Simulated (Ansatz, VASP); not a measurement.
**One calculation of V, two programs**

Contents of INCAR:

```
  PREC = Accurate
  ENCUT = 520
  EDIFF = 1E-6
  ISMEAR = 0
  SIGMA = 0.1
  LREAL = F
  LASPH = T
  NELM = 150
  ALGO = Normal
  ISIF = 2
  LWAVE = F
  LCHARG = F
  ISPIN = 2
  MAGMOM = 2 2
  LORBIT = 11
  LMAXMIX = 4
  GGA = PE
  NBANDS = 24
```

The input KPOINTS:

```
regular mesh
0
Gamma
  8 8 8
```

The input POSCAR:

```
V
1.0
    0.0000000000      2.5418637155      4.0010153830
    1.4675169923      0.0000000000      4.0010153830
    1.4675169923      2.5418637155      0.0000000000
V
2
Direct
    0.1666700000      0.8333300000      0.1666700000
    0.8333300000      0.1666700000      0.8333300000
```

Input for Ansatz:

```yaml
crystal:
  lattice:
    - [0.0, 2.5418637155, 4.001015383]
    - [1.4675169923, 0.0, 4.001015383]
    - [1.4675169923, 2.5418637155, 0.0]
  atoms:
    - { symbol: V, position: [0.16667, 0.83333, 0.16667], spin: 2.0 }
    - { symbol: V, position: [0.83333, 0.16667, 0.83333], spin: 2.0 }
basis:
  ecutwfc: 420
kpoints:
  mp_grid: { grid: [8, 8, 8] }
hamiltonian:
  xc: pbe
scf:
  occupations: { method: gaussian, width: 0.1 }
  lower_state_search: "off"
output:
  forces: true
  stress: true
  eigenvalues: true
  populations: true
magnetization:
  spin_polarized: true
```

Alike in both runs: task single point; functional PBE; k mesh 8 × 8 × 8; occupations gaussian, width 0.1 eV; collinear spin.

```csv
,VASP,Ansatz
version,VASP 6.6.1,Ansatz 0.2.0
potentials or method,"VASP PAW PBE potentials, release 64 (V_sv)","scalar-relativistic, plane waves, PAW"
plane-wave cutoff (eV),520,420
valence electrons in the cell,26,26
```

|  | VASP | Ansatz | Ansatz less VASP |
| --- | --- | --- | --- |
| gap on the k mesh at the Fermi level (eV) | none | none | - |
| rms of the force components (eV/Å) | 0.032 | 0.085 | +0.0532 |
| net moment per atom (μB) | 0.00 | 0.00 | 0.000 |

Atom by atom the forces differ by 0.053 eV/Å (rms over components). A gap of «none» marks a metal or a gap that the smearing closes. Ansatz warned: «seeded_moment_not_kept».
